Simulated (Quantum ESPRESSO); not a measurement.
# Ni under changes of volume

One of the cells (10.597 Å³/atom); the others are scaled copies at fixed shape and fractional positions:

```
Ni
1.0
    -1.38372    1.38372    1.38372
     1.38372   -1.38372    1.38372
     1.38372    1.38372   -1.38372
Ni
1
Direct
  0.00000 0.00000 0.00000
```

This isn't the form of Ni at room conditions, which is fcc.

```yaml
Program: Quantum ESPRESSO 7.5
Functional: PBE
Potentials_or_basis: SSSP 1.3 efficiency PBE
Cutoff: 748 eV
Density_cutoff: 5987 eV
k_mesh: 13 × 13 × 13
Occupations: fermi-dirac, width 0.05 eV
Spin: collinear spin, ferromagnetic start
Starting_moments: "[1.0] μB"
```

```tsv
volume (Å³/atom)	energy over the lowest point (meV/atom)	pressure (GPa)	moment (μB per cell)
9.962	71.17	24.0	0.57
10.174	43.22	17.9	0.59
10.385	?	?	?
10.597	9.41	7.6	0.61
10.809	2.02	3.3	0.62
11.021	0.00	-0.6	0.63
11.233	2.84	-4.0	0.63
```

**Question.** What does the run at 10.385 Å³/atom give?

**Answer.** Energy over the lowest point 22.94 meV/atom; pressure 12.5 GPa; moment 0.60 μB per cell.

Worked out: A Birch-Murnaghan fit of order 3 (a polynomial in V^(-2/3)) to the other rows has its minimum at 11.00 Å³/atom with B0 = V·E''(V) = 192 GPa and B' = 4.9. It gives 22.96 meV/atom at 10.385 Å³/atom, against the run's 22.94, and -dE/dV = 12.7 GPa, against 12.5. A straight line through the other rows of the moment, of slope 0.0478 μB per Å³/atom, gives 0.60 μB, against the run's 0.60.

Energies are extrapolated to zero smearing.
